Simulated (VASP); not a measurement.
A run of VASP 6.6.1 is set up as follows.

INCAR

```
SYSTEM = CrO2
ALGO     = Normal         ! electronic algorithm
EDIFF    = 1E-7           ! SCF threshold, eV
ENCUT    = 520            ! plane-wave cutoff, eV
GGA      = PE             ! functional
ISIF     = 2              ! what is computed and relaxed
ISMEAR   = 0              ! smearing method
ISPIN    = 2              ! spin polarisation
LASPH    = .True.         ! aspherical terms in the spheres
LCHARG   = .True.         ! write CHGCAR
LDAU     = .True.         ! DFT+U
LDAUJ    = 0 0          
LDAUL    = 2 -1           ! shell
LDAUPRINT= 1            
LDAUTYPE = 2            
LDAUU    = 7 0            ! U, eV
LELF     = .True.         ! ELF
LMAXMIX  = 4              ! l up to which the mixer works
LORBIT   = 11             ! projections on sites
LREAL    = .False.        ! projectors in reciprocal space
LVHAR    = .True.       
LWAVE    = .False.        ! write WAVECAR
MAGMOM   = 0 0 0          ! initial moments
NELM     = 100            ! most SCF steps
PREC     = Accurate       ! precision mode
SIGMA    = 0.05           ! smearing width, eV
```

KPOINTS

```
k-points
0
Gamma
  8 8 4
  0 0 0
```

File POSCAR:

```
CrO2
1.0
    2.7798784700      0.0000000000      0.0000000000
   -1.3899392400      2.4074453800      0.0000000000
    0.0000000000      0.0000000000      4.4845209400
Cr O
1 2
Direct
    0.0000000000      0.0000000000      0.0000000000
    0.3333333333      0.6666666667      0.2520000000
    0.6666666667      0.3333333333      0.7480000000
```

Potentials or basis: VASP PAW PBE potentials, release 64 (Cr_pv, O).

Run with:

```console
$ cat potpaw_PBE.64/Cr_pv/POTCAR potpaw_PBE.64/O/POTCAR > POTCAR
$ mpirun -np 1 vasp_std > vasp.out
```

Predict the pressure.

-0.7 GPa.

What does it give for the band gap on the k mesh?

None (metal or under the smearing width).

What does it give for the largest force?

1.630 eV/Å.

What does it give for the net moment?

0.00 μB per cell.

Forces in eV/Å, atoms in the order of the input:
```
Cr   0.000  0.000  0.000
O    0.000  0.000 -1.630
O    0.000  0.000  1.630
```

Caveat: forces of over 1 eV/Å show positions far from the minimum, so gaps and moduli don't describe the material at rest.
